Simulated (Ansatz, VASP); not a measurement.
# Ga in VASP and in Ansatz

```
Ga
1.0
     2.94001    0.00000    0.00000
    -1.47001    2.54613    0.00000
     0.00000    0.00000    4.76064
Ga
2
Cartesian
  0.0000 1.6974 1.1902
  1.4700 0.8487 3.5705
```

Alike in both runs: functional PBEsol; k mesh 18 × 18 × 10; occupations gaussian, width 0.1 eV; no spin polarisation.

Ansatz relaxed the structure, and its values are those at the end. VASP's run is a single point on that final structure, the one shown.

```csv
,VASP,Ansatz
version,VASP 6.6.1,Ansatz 0.2.0
potentials or method,"VASP PAW PBE potentials, release 64 (Ga_d)","scalar-relativistic, plane waves, PAW"
plane-wave cutoff (eV),520,420
valence electrons in the cell,26,26
```

|  | VASP | Ansatz | Ansatz less VASP |
| --- | --- | --- | --- |
| gap on the k mesh at the Fermi level (eV) | none | none | - |
| pressure (GPa) | 0.0 | 0.0 | -0.02 |

A gap of «none» marks a metal or a gap that the smearing closes.

Caveats: the PAW data sets were made with another functional, which shifts forces and pressure a little (VASP).
